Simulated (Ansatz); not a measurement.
**PbSe (Fm-3m): r²SCAN against PBEsol**

```
Pb Se
1.0
     0.00000    3.08961    3.08961
     3.08961    0.00000    3.08961
     3.08961    3.08961    0.00000
Pb Se
1 1
Direct
  0.00000 0.00000 0.00000
  0.50000 0.50000 0.50000
```

This cell (29.49 Å³ an atom) was relaxed by PAW under r²SCAN, and each functional gets its own cell relaxed so. Quantity: dielectric response and Born charges by linear response (direction means).

Runs: (1) r²SCAN, PAW on Ansatz 0.2.0's default frozen-core files (fitted under PBE), scalar-relativistic; k mesh 6×6×6, fixed occupations, cutoff 500 eV. (2) PBEsol, PAW on Ansatz 0.2.0's default frozen-core files (fitted under PBE), scalar-relativistic; k mesh 10×10×10, fixed occupations, cutoff 420 eV.

Under r²SCAN: ε∞ = 17.00, largest |Z*| = 4.83 e, ε₀ = 2237.8.

**Question.** Which way does PBEsol move the volume, and by how much?

**Answer.** a = 6.102 Å, 28.40 Å³ an atom: 3.7 % smaller.

**Question.** What does PBEsol give for these quantities?

**Answer.** 

```csv
quantity,r²SCAN,PBEsol,change
ε∞,17.00,25.13,+48 %
largest |Z*|,4.83 e,4.84 e,under 1 %
ε₀,2237.8,199.6,-91 %
```

Known limits: frozen-core PAW files fitted under PBE, their cores solved anew for the functional of the run; no spin-orbit coupling on heavy atoms; zone-boundary modes aren't tested; field response not resolved by the mesh; the gap is tiny at this level, and band order or a closed gap can change these values (PBEsol).
